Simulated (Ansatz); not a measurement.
## CoO: spin order and energy

```yaml
crystal:
  lattice:
    - [0.00000, 2.24956, 2.24956]
    - [2.24956, 0.00000, 2.24956]
    - [2.24956, 2.24956, 0.00000]
  atoms:
    - { symbol: Co, position: [0.00000, 0.00000, 0.00000] }
    - { symbol: O, position: [0.25000, 0.25000, 0.25000] }
```

Atom numbers follow the list: Co1, O2.

The cell was built from the zincblende type and relaxed in the same program, and has space group F-43m; it needn't be a known or the stable phase.

Semilocal functionals without U often leave such compounds metallic or with too small a gap, and the real magnetic order may differ.

Other magnetic orders may lie lower; this is the state that the run reached.

Theory: DFT, PBE, all-electron LAPW, scalar-relativistic in Ansatz 0.2.0.

Numerical set-up: a Γ-centred 13×13×13 k mesh, Fermi–Dirac smearing of 0.05 eV, basis error target 0.5 meV/atom. PBE unless a row says otherwise.

Energies are extrapolated to zero smearing; site moments are those inside atomic spheres.

The runs: ferromagnetic start; no spin polarisation; spin-orbit coupling on.

(1) Which of the states with an energy lies lowest?

(2) Tabulate energies, moments and gaps of the runs.

From crystal-made all-electron datasets, the contact spin densities (averaged over the Thomson radius about each nucleus) in the first state are Co1 -1.51, O2 2.03 e/Å³ (up less down).

(3) What Fermi-contact hyperfine field is that at O2?

Answers

(1) The row "ferromagnetic start", by 198 meV/atom under the next. Orders that need a larger cell weren't tried.

(2) 
| run | E − E(first) (meV/atom) | spin moment Co1 (μB) | cell spin moment (μB) | gap (eV) | P (GPa) |
| --- | --- | --- | --- | --- | --- |
| ferromagnetic start | 0 | 2.35 | 2.75 | none | 0.2 |
| no spin polarisation | 198 | 0 | 0 | none | -14.0 |
| spin-orbit coupling on | – | – | 2.74 | none | 0.2 |

(3) B = (2μ0/3) μB ρs(0) = 7.769 T·Å³ × (2.03) = 15.8 T, parallel to the magnetisation of the spin-up electrons. Orbital and dipolar fields aren't included.
